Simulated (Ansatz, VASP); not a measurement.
# SiNi in VASP and in Ansatz

```
Ni Si
1.0
     3.43157    0.00000    0.00000
    -1.71578    2.97183    0.00000
     0.00000    0.00000    4.73496
Ni Si
2 2
Cartesian
  0.0000 0.0000 0.0000
  0.0000 0.0000 2.3675
  0.0000 1.9812 1.1837
  1.7158 0.9906 3.5512
```

Alike in both runs: task single point; functional PBE; k mesh 11 × 11 × 6; occupations fermi-dirac, width 0.05 eV; no spin polarisation.

```csv
,VASP,Ansatz
version,VASP 6.6.1,Ansatz 0.2.0
potentials or method,"VASP PAW PBE potentials, release 64 (Ni, Si), cutoff 520 eV","all-electron LAPW, scalar-relativistic"
```

|  | VASP | Ansatz | Ansatz less VASP |
| --- | --- | --- | --- |
| pressure (GPa) | 11.8 | 12.0 | +0.16 |
| largest component of the traceless stress (GPa) | 0.15 | 0.02 | -0.136 |

Ansatz ran all-electron here, so the differences hold the error of VASP's frozen core and of both bases.

Spin polarisation is off, so any magnetic state and its effect on volume and gap are missing.
